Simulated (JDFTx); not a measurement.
Ni: equation of state with PBE

The system is Ni.

```
CELL_PARAMETERS angstrom
-1.38372 1.38372 1.38372
1.38372 -1.38372 1.38372
1.38372 1.38372 -1.38372
ATOMIC_POSITIONS crystal
Ni 0.00000 0.00000 0.00000
```

This isn't the form of Ni at room conditions, which is fcc.

```
Program                                 : JDFTx 1.7.0 (patched build)
Task                                    : equation of state
Functional                              : PBE
Potentials or basis                     : PseudoDojo-SR-PBE-0.5-standard
Cutoff                                  : 1333 eV
Density cutoff                          : 5333 eV
k mesh                                  : 13 × 13 × 13
Occupations                             : fermi-dirac, width 0.05 eV
Spin                                    : collinear spin, ferromagnetic start
Starting moments                        : [1.0] μB
Density cutoff over wavefunction cutoff : 4
Max SCF steps                           : 100
SCF threshold on the energy             : 1e-09 Ha
Solver of the electrons                 : scf
```

- Equilibrium volume: 11.01 Å³/atom
- Bulk modulus: 190 GPa
- Pressure derivative of the bulk modulus: 4.8

Energy against volume, from the lowest point:
```
volume (Å³/atom)  energy (meV/atom)
           9.962              72.61
          10.174              44.47
          10.385              23.89
          10.597              10.05
          10.809               2.33
          11.021               0.00
          11.233               2.46
```
